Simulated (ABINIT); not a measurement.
SnO:

```
Sn O
1.0
     3.81370    0.00000    0.00000
     0.00000    3.81370    0.00000
     0.00000    0.00000    4.88691
Sn O
2 2
Direct
  0.50000 0.00000 0.76463
  0.00000 0.50000 0.23537
  0.00000 0.00000 0.00000
  0.50000 0.50000 0.00000
```

The cell is a database's computed one.

| Property | Result |
| --- | --- |
| Program | ABINIT 10.8.3 (patched build) |
| Task | relaxation of cell and atoms |
| Functional | PBE |
| Dispersion | D4 |
| Potentials or basis | JTH PAW PBE v2.0 |
| Cutoff | 626 eV |
| k mesh | 4 × 4 × 3 |
| Occupations | fermi-dirac, width 0.05 eV |
| Spin | no spin polarisation |

At the start: pressure 1.1 GPa; volume 17.77 Å³/atom.

Task: Where does the relaxation end?

Result: Over 9 steps the energy falls by 5.6 meV/atom and the volume is 17.09 Å³/atom (-3.8 %); space group P4/nmm (No. 129, to 0.05 Å).

The path:
| step | energy change (eV) | largest force (eV/Å) | pressure (GPa) | volume (Å³) |
| --- | --- | --- | --- | --- |
| 1 | 0.0000 | 0.4102 | 1.11 | 71.08 |
| 2 | -0.0048 | 0.2884 | 0.61 | 71.17 |
| 3 | -0.0093 | 0.0364 | -0.48 | 71.34 |
| 4 | -0.0098 | 0.0145 | -0.57 | 71.31 |
| 5 | -0.0119 | 0.0764 | -0.94 | 70.98 |
| 6 | -0.0151 | 0.1869 | -1.23 | 70.18 |
| 7 | -0.0182 | 0.2786 | -1.01 | 69.06 |
| 8 | -0.0210 | 0.1551 | -0.44 | 68.70 |
| 9 | -0.0225 | 0.0161 | 0.16 | 68.36 |

Final structure:
```yaml
crystal:
  lattice:
    - [3.80373, 0.00000, 0.00000]
    - [0.00000, 3.80373, 0.00000]
    - [0.00000, 0.00000, 4.72475]
  atoms:
    - { symbol: Sn, position: [0.50000, 0.00000, 0.75138] }
    - { symbol: Sn, position: [0.00000, 0.50000, 0.24862] }
    - { symbol: O, position: [0.00000, 0.00000, 0.00000] }
    - { symbol: O, position: [0.50000, 0.50000, 0.00000] }
```

Caveat: the k mesh is coarse (spacing up to 0.43 Å⁻¹), so the values aren't converged; the log and the count of SCF iterations are those of the last ABINIT call alone; pairwise dispersion overbinds metals, which lowers pressure and volume.
